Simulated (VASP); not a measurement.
# Ir (Fm-3m) in VASP: settings compared

Aim: see how the results for Ir move with the level of theory and the settings. Levels: LAK, r2SCAN+D3(BJ)+U, PBEsol+rVV10, PBEsol+U, PBEsol. Tasks: density of states, core levels, band structure, phonons.

Program: VASP 6.6.1. These are calculated values, not measurements. Logs are shortened: lines on timing, memory, paths and dates and some standing lists are left out, and cuts for length are marked.

**1. Starting point**

Symmetry: Fm-3m, No. 225, cubic system. Conventional cell: a = 3.831 Å, b = 3.831 Å, c = 3.831 Å, α = 90.00°, β = 90.00°, γ = 90.00°. Ir (site symmetry m-3m) has 12 Ir at 2.71 Å as nearest neighbours.

**2. Density of states, LAK, collinear spin, antiferromagnetic start**

File run.py:

```python
from ase import Atoms
from ase.calculators.vasp import Vasp
from ase.dft.dos import DOS

atoms = Atoms(
    ['Ir', 'Ir'],
    cell=[[1.9156, 1.9156, 3.8312], [1.9156, -1.9156, 0.0], [1.9156, 1.9156, 0.0]],
    scaled_positions=[[0.0, 0.0, 0.0], [0.5, 0.5, 0.0]],
    pbc=True,
)
atoms.set_initial_magnetic_moments([0.6, -0.6])
calc = Vasp(
    directory='calc',
    pp='PBE',
    setups='gw',
    prec='Accurate',
    encut=600,
    ediff=1e-06,
    ismear=0,
    sigma=0.05,
    lreal=False,
    lasph=False,
    nelm=80,
    algo='Normal',
    isif=2,
    lwave=False,
    lcharg=False,
    ispin=2,
    lorbit=11,
    lmaxmix=4,
    metagga='LAK',
    lmixtau=True,
    kpts=[12, 12, 12],
    gamma=True,
)
atoms.calc = calc

print('energy (eV):', atoms.get_potential_energy())
print('free energy (eV):', atoms.get_potential_energy(force_consistent=True))
print('forces (eV/A):')
print(atoms.get_forces())
print('stress (eV/A^3, Voigt):', atoms.get_stress())
print('Fermi level (eV):', calc.get_fermi_level())
print('moment (muB):', atoms.get_magnetic_moment())
print('site moments (muB):', atoms.get_magnetic_moments())
dos = DOS(calc, width=0.05, window=(-10, 10), npts=301)
print('E - E_F (eV), DOS (1/eV)')
for e, g in zip(dos.get_energies(), dos.get_dos()):
    print(f'{e:8.3f} {g:10.4f}')
```

Potentials or basis: VASP PAW PBE potentials, release 64 (Ir_sv_GW).

The run is started by

```
$ python run.py
```

The log of the run:

```text
energy (eV): 101.48059448
free energy (eV): 101.47955946
forces (eV/A):
[[ 0. -0. -0.]
 [-0.  0.  0.]]
stress (eV/A^3, Voigt): [-0.06635187 -0.06635187 -0.06614221  0.         -0.         -0.        ]
Fermi level (eV): 13.06541257
moment (muB): -0.0
site moments (muB): [ 0. -0.]
E - E_F (eV), DOS (1/eV)
 -10.000     0.2716
  -9.933     0.3137
  -9.867     0.1488
  -9.800     0.4291
  -9.733     0.2611
  -9.667     0.0170
[... 293 lines left out ...]
   9.933     0.3890
  10.000     0.2422
```

It took 10 min on 1 thread of Intel Xeon 6975P-C (Granite Rapids), shared host; peak memory 0.36 GiB.

Results:

```
Free energy                                           : 101.4796 eV
Pressure                                              : 10.6 GPa
Band gap on the k mesh                                : none (metal or under the smearing width)
Net moment                                            : 0.00 μB per cell
Valence electrons inside the program's atomic spheres : Ir 16.04
```

Levels at points of the mesh, in eV from the Fermi level:
Spin up:
```csv
k point,band 14,band 15,band 16,band 17,band 18,band 19,band 20,band 21
"(0.00, 0.00, 0.00)",-4.10,-1.35,-1.35,0.84,1.61,1.62,1.62,11.31
"(0.50, 0.00, 0.00)",-3.31,-1.98,-1.98,-1.98,-1.98,-0.34,-0.34,18.68
"(0.00, 0.50, 0.00)",-4.84,-2.65,-2.65,-1.43,-1.43,3.06,3.06,12.32
"(0.50, 0.50, 0.00)",-4.26,-0.81,-0.81,0.96,0.96,0.96,0.96,7.83
"(0.00, 0.50, 0.50)",-5.21,-1.98,-1.98,1.63,1.63,8.76,8.76,9.50
"(0.50, 0.50, 0.50)",0.84,1.62,1.62,1.62,1.62,1.62,1.62,11.31
```
Spin down:
```
           k point  band 14  band 15  band 16  band 17  band 18  band 19  band 20  band 21
(0.00, 0.00, 0.00)    -4.10    -1.35    -1.35     0.84     1.61     1.62     1.62    11.31
(0.50, 0.00, 0.00)    -3.31    -1.98    -1.98    -1.98    -1.98    -0.34    -0.34    18.68
(0.00, 0.50, 0.00)    -4.84    -2.65    -2.65    -1.43    -1.43     3.06     3.06    12.32
(0.50, 0.50, 0.00)    -4.26    -0.81    -0.81     0.96     0.96     0.96     0.96     7.83
(0.00, 0.50, 0.50)    -5.21    -1.98    -1.98     1.63     1.63     8.76     8.76     9.50
(0.50, 0.50, 0.50)     0.84     1.62     1.62     1.62     1.62     1.62     1.62    11.31
```

States per cell in windows of 1 eV (zero at the Fermi level; states under -8 eV left out):
| from (eV) | up | down | Ir1_d_down | Ir2_d_up | Ir1_d_up | Ir2_d_down | Ir1_s_up | Ir2_s_down |
| --- | --- | --- | --- | --- | --- | --- | --- | --- |
| -8.0 | 1.16 | 1.16 | 0.32 | 0.32 | 0.32 | 0.32 | 0.27 | 0.27 |
| -7.0 | 0.72 | 0.72 | 0.24 | 0.24 | 0.24 | 0.24 | 0.06 | 0.06 |
| -6.0 | 0.76 | 0.76 | 0.27 | 0.27 | 0.27 | 0.27 | 0.01 | 0.01 |
| -5.0 | 1.44 | 1.44 | 0.52 | 0.52 | 0.52 | 0.52 | 0.04 | 0.04 |
| -4.0 | 1.25 | 1.25 | 0.47 | 0.47 | 0.47 | 0.47 | 0.04 | 0.04 |
| -3.0 | 1.11 | 1.11 | 0.43 | 0.43 | 0.43 | 0.43 | 0.02 | 0.02 |
| -2.0 | 0.83 | 0.83 | 0.34 | 0.34 | 0.34 | 0.34 | 0.02 | 0.02 |
| -1.0 | 0.69 | 0.69 | 0.30 | 0.30 | 0.30 | 0.30 | 0.01 | 0.01 |
| 0.0 | 1.16 | 1.16 | 0.53 | 0.53 | 0.53 | 0.53 | 0.01 | 0.01 |
| 1.0 | 0.55 | 0.55 | 0.25 | 0.25 | 0.25 | 0.25 | 0.02 | 0.02 |
| 2.0 | 0.16 | 0.16 | 0.06 | 0.06 | 0.06 | 0.06 | 0.02 | 0.02 |
| 3.0 | 0.34 | 0.34 | 0.10 | 0.10 | 0.10 | 0.10 | 0.05 | 0.05 |
| 4.0 | 0.20 | 0.20 | 0.05 | 0.05 | 0.05 | 0.05 | 0.04 | 0.04 |
| 5.0 | 0.31 | 0.31 | 0.06 | 0.06 | 0.06 | 0.06 | 0.09 | 0.09 |
| 6.0 | 0.10 | 0.10 | 0.02 | 0.02 | 0.02 | 0.02 | 0.04 | 0.04 |
| 7.0 | 0.24 | 0.24 | 0.04 | 0.04 | 0.04 | 0.04 | 0.15 | 0.15 |

Caveat: the PAW data sets were made with another functional, which shifts forces and pressure a little.

**3. Core levels, r2SCAN+D3(BJ)+U**

File INCAR:

```
SYSTEM = Ir
PREC = Accurate
ENCUT = 500
EDIFF = 1E-7
ISMEAR = 0
SIGMA = 0.5
LREAL = .FALSE.
LASPH = .TRUE.
NELM = 100
ALGO = Normal
ISIF = 2
LWAVE = .FALSE.
LCHARG = .FALSE.
LMAXMIX = 4
LDAU = .TRUE.
LDAUTYPE = 2
LDAUL = 2
LDAUU = 4
LDAUJ = 0
LDAUPRINT = 1
METAGGA = R2SCAN
LMIXTAU = .TRUE.
IVDW = 12
VDW_S6 = 1.0
VDW_S8 = 0.78981345
VDW_A1 = 0.49484001
VDW_A2 = 5.73083694
ICORELEVEL = 1
NBANDS = 16
```

File KPOINTS:

```
regular mesh
0
G
  12 12 12
  0 0 0
```

File POSCAR:

```
Ir
1.0
    0.0000000000      1.9156000000      1.9156000000
    1.9156000000      0.0000000000      1.9156000000
    1.9156000000      1.9156000000      0.0000000000
Ir
1
Cartesian
    0.0000000000      0.0000000000      0.0000000000
```

Potentials or basis: VASP PAW PBE potentials, release 64 (Ir).

The run is started by

```
$ cat potpaw_PBE.64/Ir/POTCAR > POTCAR
$ mpirun -np 1 vasp_std > vasp.out
```

OUTCAR:

```text
SYSTEM = Ir
   PREC = Accurate
   ENCUT = 500
   EDIFF = 1E-7
   ISMEAR = 0
   LREAL = .FALSE.
   LASPH = .TRUE.
   NELM = 100
   ISIF = 2
   METAGGA = R2SCAN
   IVDW = 12
 IVDW          = 12

 ion  position               nearest neighbor table
   1  0.000  0.000  0.000-

  LATTYP: Found a face centered cubic cell.
 ALAT       =     3.8312000000

  Lattice vectors:

 A1 = (   0.0000000000,   1.9156000000,   1.9156000000)
 A2 = (   1.9156000000,   0.0000000000,   1.9156000000)
 A3 = (   1.9156000000,   1.9156000000,   0.0000000000)

Analysis of symmetry for initial positions (statically):
=====================================================================
 Subroutine PRICEL returns:
 Original cell was already a primitive cell.

 Routine SETGRP: Setting up the symmetry group for a
 face centered cubic supercell.

 Subroutine GETGRP returns: Found 48 space group operations
 (whereof 48 operations were pure point group operations)
 out of a pool of 48 trial point group operations.

The static configuration has the point symmetry O_h .

Analysis of symmetry for dynamics (positions and initial velocities):
=====================================================================
 Subroutine PRICEL returns:
 Original cell was already a primitive cell.

 Routine SETGRP: Setting up the symmetry group for a
 face centered cubic supercell.

 Subroutine GETGRP returns: Found 48 space group operations
 (whereof 48 operations were pure point group operations)
 out of a pool of 48 trial point group operations.

[... 166 lines left out ...]
  o =  0.6701  v =  0.0000 -0.9997 -0.0000  0.0255  0.0000  0.0000  0.0000  0.0000  0.0000  0.0000      0.0000  0.0000  0.0000  0.0000  0.0000  0.0000  0.0000  0.0000  0.0000  0.0000
  o =  0.6701  v =  0.0000  0.0000  0.0000  0.0000  0.0000  0.0000 -0.9997 -0.0000  0.0255  0.0000      0.0000  0.0000  0.0000  0.0000  0.0000  0.0000  0.0000  0.0000  0.0000  0.0000
  o =  0.8365  v =  0.0000  0.0000 -0.0316  0.0000  0.9995  0.0000  0.0000  0.0000  0.0000  0.0000      0.0000  0.0000  0.0000  0.0000  0.0000  0.0000  0.0000  0.0000  0.0000  0.0000
  o =  0.8365  v =  0.0000  0.0000  0.0000  0.0000  0.0000  0.0000  0.0000 -0.0316  0.0000  0.9995      0.0000  0.0000  0.0000  0.0000  0.0000  0.0000  0.0000  0.0000  0.0000  0.0000
  o =  0.8365  v =  0.0000  0.0000  0.0000  0.0000  0.0000  0.0000 -0.0000  0.9995  0.0000  0.0316      0.0000  0.0000  0.0000  0.0000  0.0000  0.0000  0.0000  0.0000  0.0000  0.0000
  o =  0.8365  v =  0.0000 -0.0000  0.9995  0.0000  0.0316  0.0000  0.0000  0.0000  0.0000  0.0000      0.0000  0.0000  0.0000  0.0000  0.0000  0.0000  0.0000  0.0000  0.0000  0.0000

 number of electron       9.0000000 magnetization

 Free energy of the ion-electron system (eV)
  ---------------------------------------------------
  ext. energy  EPLUGINS =         0.00000000
  ---------------------------------------------------
  free energy    TOTEN  =       -48.44651346 eV

  energy without entropy =      -48.34214212  energy(sigma->0) =      -48.39432779

 the core state eigenenergies are
   1-  1s -76293.3454  2s -13376.0391  2p -11626.7718  3s  -3136.8083  3p  -2623.8059
       3d  -2060.7864  4s   -669.3406  4p   -500.0974  4d   -291.8929  4f    -59.9494
       5s    -88.8685  5p    -44.6554

 E-fermi :   9.3711     XC(G=0): -15.2743

 val. band max:        9.3025047381   @ k =   0.5000   0.4167   0.0833
 cond. band min:       9.3833331699   @ k =  -0.2500   0.0833   0.0000
 fundamental gap:      0.0808284317
 Fermi energy:         9.3711112598

 k-point     1 :       0.0000    0.0000    0.0000
  band No.  band energies     occupation
      1      -1.2640      2.00000
      2       5.6026      2.00000
      3       5.6026      2.00000
      4       5.6026      2.00000
      5       7.6430      2.00000
      6       7.6430      2.00000
[... 277 lines left out ...]
 k-point    16 :      -0.2500    0.0833    0.0000
  band No.  band energies     occupation
      1       1.4552      2.00000

------------------------ aborting loop because EDIFF is reached ----------------------------------------

 Edisp (eV)   -0.34806

 E8    (eV) :    -0.1293

  FORCE on cell =-STRESS in cart. coord.  units (eV):
  Direction    XX          YY          ZZ          XY          YZ          ZX
  --------------------------------------------------------------------------------------
  -------------------------------------------------------------------------------------
  Total      -1.05409    -1.05409    -1.05409     0.00000     0.00000     0.00000
  in kB    -120.12749  -120.12749  -120.12749     0.00000     0.00000     0.00000
  external pressure =     -120.13 kB  Pullay stress =        0.00 kB

 VOLUME and BASIS-vectors are now :
 -----------------------------------------------------------------------------
  energy-cutoff  :      500.00
  volume of cell :       14.06
      direct lattice vectors                 reciprocal lattice vectors
     0.000000000  1.915600000  1.915600000    -0.261014826  0.261014826  0.261014826
     1.915600000  0.000000000  1.915600000     0.261014826 -0.261014826  0.261014826
     1.915600000  1.915600000  0.000000000     0.261014826  0.261014826 -0.261014826

 POSITION                                       TOTAL-FORCE (eV/Angst)
 -----------------------------------------------------------------------------------
      0.00000      0.00000      0.00000        -0.000000     -0.000000     -0.000000
 -----------------------------------------------------------------------------------
    total drift:                                0.000000      0.000000     -0.000000

  FREE ENERGIE OF THE ION-ELECTRON SYSTEM (eV)
  ---------------------------------------------------
  free  energy   TOTEN  =       -48.7945753847 eV

  energy  without entropy=      -48.6902040431  energy(sigma->0) =      -48.74238971
```

OSZICAR:

```text
N       E                     dE             d eps       ncg     rms          rms(c)
DAV:   1     0.837131382096E+01    0.83713E+01   -0.39855E+03  2312   0.513E+02
DAV:   2    -0.492565278612E+02   -0.57628E+02   -0.53710E+02  3080   0.153E+02
DAV:   3    -0.506721443114E+02   -0.14156E+01   -0.14103E+01  2952   0.261E+01
[... 11 lines left out ...]
DAV:  15    -0.484465029917E+02   -0.14070E-04   -0.40616E-06  2912   0.100E-02    0.920E-03
DAV:  16    -0.484465128335E+02   -0.98417E-05   -0.35701E-06  2416   0.864E-03    0.272E-03
DAV:  17    -0.484465132696E+02   -0.43615E-06   -0.32287E-07  2784   0.286E-03    0.115E-03
DAV:  18    -0.484465134274E+02   -0.15774E-06   -0.36641E-08  1504   0.110E-03    0.717E-04
DAV:  19    -0.484465134595E+02   -0.32140E-07   -0.30065E-08  1280   0.155E-03
   1 F= -.48794575E+02 E0= -.48742390E+02  d E =-.104371E+00
```

stdout:

```text
POSCAR found type information on POSCAR Ir
 POSCAR found :  1 types and       1 ions
 scaLAPACK will be used
 -----------------------------------------------------------------------------
|                                                                             |
|                                                                             |
|     You enforced a specific xc type in the INCAR file but a different       |
|     I HOPE YOU KNOW WHAT YOU ARE DOING!                                     |
|                                                                             |
 -----------------------------------------------------------------------------

 LDA part: xc-table for (None), standard interpolation
 POSCAR, INCAR and KPOINTS ok, starting setup
 FFT: planning ... GRIDC
 FFT: planning ... GRID_SOFT
 FFT: planning ... GRID
 WAVECAR not read
 entering main loop
```

Wall time 50 s (1 thread of Intel Xeon 6975P-C (Granite Rapids), shared host); peak memory 0.15 GiB.

These settings aren't checked as converged (typed here: ISMEAR = 0; SIGMA = 0.5; NBANDS = 16): the numbers below hold their error.

Results:

```yaml
Free_energy: -48.7946 eV
Pressure: -12.0 GPa
Band_gap_on_the_k_mesh: none (metal or under the smearing width)
Dispersion_energy_per_atom: -0.348 eV
```

Caveat: the PAW data sets were made with another functional, which shifts forces and pressure a little; U without spin polarisation on a metal has little footing; pairwise dispersion overbinds metals, which lowers pressure and volume; the U is typed as a test and isn't derived for this compound.

**4. Band structure, PBEsol+rVV10**

File INCAR:

```
SYSTEM = Ir
ALGO = Normal
BPARAM = 20.0
CPARAM = 0.0093
EDIFF = 1E-6
ENCUT = 520
GGA = PS
ISIF = 2
ISMEAR = 1
IVDW_NL = 2
LASPH = .TRUE.
LCHARG = .FALSE.
LMAXMIX = 4
LREAL = .FALSE.
LUSE_VDW = .TRUE.
LWAVE = .FALSE.
NELM = 80
PREC = Accurate
SIGMA = 0.2
```

File KPOINTS:

```
k-points
0
G
  12 12 12
  0 0 0
```

POSCAR, as its differences from that of step 3:

```diff
@@ -7,3 +7,3 @@
 1
-Cartesian
+Direct
     0.0000000000      0.0000000000      0.0000000000
```

File KPOINTS_OPT:

```
path GXWKGLUWLK,UX
10
line-mode
reciprocal
 0.0000000000  0.0000000000  0.0000000000  G
 0.5000000000  0.0000000000  0.5000000000  X

 0.5000000000  0.0000000000  0.5000000000  X
 0.5000000000  0.2500000000  0.7500000000  W

 0.5000000000  0.2500000000  0.7500000000  W
 0.3750000000  0.3750000000  0.7500000000  K

 0.3750000000  0.3750000000  0.7500000000  K
 0.0000000000  0.0000000000  0.0000000000  G

 0.0000000000  0.0000000000  0.0000000000  G
 0.5000000000  0.5000000000  0.5000000000  L

 0.5000000000  0.5000000000  0.5000000000  L
 0.6250000000  0.2500000000  0.6250000000  U

 0.6250000000  0.2500000000  0.6250000000  U
 0.5000000000  0.2500000000  0.7500000000  W

 0.5000000000  0.2500000000  0.7500000000  W
 0.5000000000  0.5000000000  0.5000000000  L

 0.5000000000  0.5000000000  0.5000000000  L
 0.3750000000  0.3750000000  0.7500000000  K

 0.6250000000  0.2500000000  0.6250000000  U
 0.5000000000  0.0000000000  0.5000000000  X
```

The run is started by

```
$ cat potpaw_PBE.64/Ir/POTCAR > POTCAR
$ mpirun -np 1 vasp_std > vasp.out
```

Run time: 17 s. Hardware: 1 thread of Intel Xeon 6975P-C (Granite Rapids), shared host; peak memory 0.18 GiB.

The run converged. Its results:

| Quantity | Value |
| --- | --- |
| Free energy | -9.7815 eV |
| Pressure | -0.6 GPa |
| Band gap along the path | none (metal or under the smearing width) |

Levels at the corners of the path, in eV from the Fermi level:
```csv
point,band 1,band 2,band 3,band 4,band 5,band 6,band 7,band 8
Γ,-11.32,-4.00,-4.00,-4.00,-1.26,-1.26,14.25,19.85
X,-8.08,-7.49,0.84,1.44,1.44,1.58,10.49,11.63
X,-8.08,-7.49,0.84,1.44,1.44,1.58,10.49,11.63
W,-6.41,-5.00,-5.00,-1.88,1.45,8.16,9.02,9.02
W,-6.41,-5.00,-5.00,-1.88,1.45,8.16,9.02,9.02
K,-7.10,-6.13,-3.00,-0.95,0.56,6.27,7.66,11.45
K,-7.10,-6.13,-3.00,-0.95,0.56,6.27,7.66,11.45
Γ,-11.32,-4.00,-4.00,-4.00,-1.26,-1.26,14.25,19.85
Γ,-11.32,-4.00,-4.00,-4.00,-1.26,-1.26,14.25,19.85
L,-8.27,-4.10,-4.10,-0.90,0.86,0.86,7.23,13.77
L,-8.27,-4.10,-4.10,-0.90,0.86,0.86,7.23,13.77
U,-7.10,-6.13,-3.00,-0.95,0.56,6.27,7.66,11.45
U,-7.10,-6.13,-3.00,-0.95,0.56,6.27,7.66,11.45
W,-6.41,-5.00,-5.00,-1.88,1.45,8.16,9.02,9.02
W,-6.41,-5.00,-5.00,-1.88,1.45,8.16,9.02,9.02
L,-8.27,-4.10,-4.10,-0.90,0.86,0.86,7.23,13.77
L,-8.27,-4.10,-4.10,-0.90,0.86,0.86,7.23,13.77
K,-7.10,-6.13,-3.00,-0.95,0.56,6.27,7.66,11.45
U,-7.10,-6.13,-3.00,-0.95,0.56,6.27,7.66,11.45
X,-8.08,-7.49,0.84,1.44,1.44,1.58,10.49,11.63
```

Caveat: the PAW data sets were made with another functional, which shifts forces and pressure a little; spin-orbit coupling is left out, which moves the levels of the heavy elements; pairwise dispersion overbinds metals, which lowers pressure and volume.

(Part 1 of 2 ends here.)
